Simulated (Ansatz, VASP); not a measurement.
**HfC in VASP and in Ansatz**

File INCAR:

```
SYSTEM = HfC
  PREC = Accurate
  ENCUT = 520
  EDIFF = 1E-8
  ISMEAR = -1
  SIGMA = 0.05
  LREAL = .False.
  LASPH = .True.
  NELM = 80
  ALGO = Normal
  ISIF = 2
  LWAVE = .False.
  LCHARG = .False.
  LEFG = .True.
  NBANDS = 14
```

The input KPOINTS:

```
regular mesh
0
Gamma
  12 12 12
  0 0 0
```

POSCAR

```
HfC
1.0
    0.0000000000      2.3705998121      2.3705998121
    2.3705998121      0.0000000000      2.3705998121
    2.3705998121      2.3705998121      0.0000000000
Hf C
1 1
Direct
    0.5000000000      0.5000000000      0.5000000000
    0.0000000000      0.0000000000      0.0000000000
```

Input for Ansatz:

```yaml
crystal:
  lattice:
    - [0.0, 2.3705998121, 2.3705998121]
    - [2.3705998121, 0.0, 2.3705998121]
    - [2.3705998121, 2.3705998121, 0.0]
  atoms:
    - { symbol: Hf, position: [0.5, 0.5, 0.5] }
    - { symbol: C, position: [0.0, 0.0, 0.0] }
kpoints:
  mp_grid: { grid: [12, 12, 12] }
scf:
  occupations: { method: fermi_dirac, width: 0.05 }
hamiltonian:
  xc: lda
  pseudopotentials: { kind: all_electron, datasets: crystal }
output:
  forces: true
  stress: true
  eigenvalues: true
  efg: { contact_densities: true }
```

Change from the starting cell: volume scaled by 1.06, crystal datasets.

Alike in both runs: task electric field gradients; functional LDA; k mesh 12 × 12 × 12; occupations fermi-dirac, width 0.05 eV; no spin polarisation.

|  | VASP | Ansatz |
| --- | --- | --- |
| version | VASP 6.6.1 | Ansatz 0.2.0 |
| potentials or method | VASP PAW LDA potentials, release 64 (Hf_pv, C) | all-electron PAW with datasets made for the crystal, scalar-relativistic |
| plane-wave cutoff (eV) | 520 | see its input |

```csv
,VASP,Ansatz,Ansatz less VASP
pressure (GPa),-22.8,-22.8,+0.04
Vzz of the field gradient on the site that differs most (V/Å²),0.0,0.0,0.00
```

Ansatz ran all-electron here, so the differences hold the error of VASP's frozen core and of both bases. Ansatz warned: «gradients_without_spin_orbit».

Caveats: so large a pressure means that the cell lies far from this level's equilibrium, or that cutoff or potentials fall short (VASP). Spin-orbit coupling is left out, which matters for the levels of Hf.
